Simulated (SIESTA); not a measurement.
Crystal: Au.

```
Au
1.0
     0.00000    2.03500    2.03500
     2.03500    0.00000    2.03500
     2.03500    2.03500    0.00000
Au
1
Direct
  0.00000 0.00000 0.00000
```

Base run:

```yaml
Program: SIESTA 5.4.2
Functional: LDA
Potentials_or_basis: PseudoDojo 0.4 standard (LDA files)
Basis: DZP (energy shift 0.003 Ry; two zetas on semicore shells)
Grid_cutoff: 800 Ry
Energy_shift: 0.003 Ry
k_mesh: 11 × 11 × 11
Occupations: fermi-dirac, width 0.05 eV
Spin: no spin polarisation
```

Its results: band gap on the k mesh none (metal or under the smearing width); pressure -1.6 GPa.

**Question.** The run is repeated on the same cell with these changes: functional from LDA to PBEsol; potentials or basis from PseudoDojo 0.4 standard (LDA files) to PseudoDojo 0.4 standard (PBEsol files). What comes out?

**Answer.** Band gap on the k mesh none (metal or under the smearing width); pressure 3.2 GPa.

Caveats: short orbitals over semicore shells can move pressures by several GPa; the basis of atomic orbitals isn't converged, which shifts pressures, moduli and gaps.

Not every run made on this cell is shown here.
